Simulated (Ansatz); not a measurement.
CuO under strain

These are results of DFT PBE, scalar-relativistic, plane waves, PAW (Ansatz 0.2.0), not measurements. Settings: 420 eV cutoff, 8×8×8 k-mesh, Gaussian smearing of 0.10 eV, no spin polarisation.

Reference structure (relaxed):

```
Cu O
1.0
     4.16430    0.00000    0.00000
     0.00000    4.17588    0.00000
     0.00000    0.00000    5.15126
Cu O
4 4
Direct
  0.25000 0.25000 0.50000
  0.25000 0.75000 0.00000
  0.75000 0.75000 0.50000
  0.75000 0.25000 0.00000
  0.50000 0.00000 0.75000
  0.50000 0.00000 0.25000
  0.00000 0.50000 0.75000
  0.00000 0.50000 0.25000
```

Deformation: uniaxial strain along c, with the lengths of a and b and the atoms relaxed and the angles held, all within the symmetry that the strain leaves. Energies are extrapolated to zero smearing.

Q: Give the structure at -2.0 %.

A:
```
Cu O
1.0
     4.20553    0.00000    0.00000
     0.00000    4.20824    0.00000
     0.00000    0.00000    5.04824
Cu O
4 4
Direct
  0.25000 0.25000 0.50000
  0.25000 0.75000 0.00000
  0.75000 0.75000 0.50000
  0.75000 0.25000 0.00000
  0.50000 0.00000 0.75000
  0.50000 0.00000 0.25000
  0.00000 0.50000 0.75000
  0.00000 0.50000 0.25000
```
Space group P4_2/mmc (131), 3.1 meV/atom over the relaxed crystal.

This form isn't the usual stable structure of the compound.